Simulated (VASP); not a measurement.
## Si: single point with LDA

The system is Si.

```
CELL_PARAMETERS angstrom
3.44040 0.00000 0.00000
0.00000 4.86546 0.00000
0.00000 0.00000 4.19518
ATOMIC_POSITIONS crystal
Si 0.00000 0.02532 0.00000
Si 0.50000 0.52532 0.50000
Si 0.00000 0.22468 0.50000
Si 0.50000 0.72468 0.00000
```

This isn't the form of Si at room conditions, which is diamond.

| Quantity | Value |
| --- | --- |
| Program | VASP 6.6.1 |
| Task | single point |
| Functional | LDA |
| Potentials or basis | VASP PAW LDA potentials, release 64 (Si) |
| Cutoff | 520 eV |
| k mesh | 12 × 10 × 10 |
| Occupations | gaussian, width 0.1 eV |
| Spin | no spin polarisation |
| Dipole correction | no |
| Further INCAR settings | ALGO = Fast; EDIFF = 1e-06; NBANDS = 16 |

| Quantity | Value |
| --- | --- |
| Pressure | 9.0 GPa |
| Largest force | 0.005 eV/Å |
| Band gap on the k mesh | none (metal or under the smearing width) |

Forces on the atoms (eV/Å):
```
Si   0.000  0.005  0.000
Si   0.000  0.005  0.000
Si   0.000 -0.005  0.000
Si   0.000 -0.005  0.000
```

Stress tensor (GPa, compression positive):
```
15.55  0.00  0.00
 0.00 11.45  0.00
 0.00  0.00  0.00
```

Levels at points of the mesh, in eV from the Fermi level:
| k point | band 4 | band 5 | band 6 | band 7 | band 8 | band 9 | band 10 | band 11 | band 12 | band 13 |
| --- | --- | --- | --- | --- | --- | --- | --- | --- | --- | --- |
| (0.00, 0.00, 0.00) | -4.73 | -1.80 | -1.64 | -0.91 | 0.27 | 1.45 | 1.56 | 1.74 | 2.16 | 4.15 |
| (0.50, 0.00, 0.00) | -5.06 | -3.36 | -3.36 | -2.58 | -2.58 | 0.89 | 0.89 | 4.76 | 4.76 | 5.02 |
| (0.00, 0.50, 0.00) | -3.47 | -3.41 | -3.41 | -0.66 | -0.66 | 0.65 | 0.65 | 3.97 | 3.97 | 6.39 |
| (0.50, 0.50, 0.00) | -7.07 | -2.34 | -2.34 | -1.00 | -1.00 | 0.37 | 0.37 | 2.37 | 2.37 | 4.34 |
| (0.00, 0.00, 0.50) | -5.38 | -3.91 | -3.91 | -0.39 | -0.39 | 3.25 | 3.25 | 5.54 | 5.54 | 5.98 |
| (0.50, 0.00, 0.50) | -8.14 | -2.58 | -2.58 | -2.58 | -2.58 | 0.81 | 0.81 | 0.81 | 0.81 | 8.05 |
| (0.00, 0.50, 0.50) | -7.78 | -0.33 | -0.33 | -0.13 | -0.13 | 3.22 | 3.22 | 4.01 | 4.01 | 4.05 |
| (0.50, 0.50, 0.50) | -7.79 | -4.27 | -4.27 | -4.27 | -4.27 | 5.16 | 5.16 | 5.16 | 5.16 | 6.65 |

It took 100 s on 1 thread of Intel(R) Xeon(R) 6975P-C (Granite Rapids), on a shared host, peak memory 0.29 GiB.
